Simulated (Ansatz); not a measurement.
Consider BeO in the wurtzite structure (space group P6_3mc, No. 186; a = 2.690 Å, c = 4.370 Å).

Calculations: Ansatz (a quantum-chemistry and plane-wave program) r2SCAN, no spin-orbit coupling.

Carriers are added at fixed cell with a uniform background; the Fermi–Dirac width is that of 300 K.

One change was made to it. Results:

```json
[
 {"quantity": "gap between the host's bands", "base": "8.55 eV", "after": "8.68 eV"},
 {"quantity": "Fermi level relative to the doped band's edge (positive inside the band; to 0.05 eV)", "base": "–", "after": "+0.25 eV"},
 {"quantity": "gap character", "base": "direct at Γ", "after": "direct at Γ"}
]
```

**Question.** Name the change that was made.
(A) holes 5.0×10^21 cm⁻³
(B) electrons 5.0×10^21 cm⁻³
(C) electrons 1.0×10^22 cm⁻³

**Answer.** A, holes 5.0×10^21 cm⁻³. For comparison, the Fermi level from band edge in the other runs: electrons 1.0×10^22 cm⁻³ gives +1.50 eV; electrons 5.0×10^21 cm⁻³ gives +1.25 eV.

Carriers are added with a uniform compensating background; total energy and stress of such cells depend on the potential's zero and are not compared; many-body gap narrowing is missing at this level. No phonon test of stability was made.
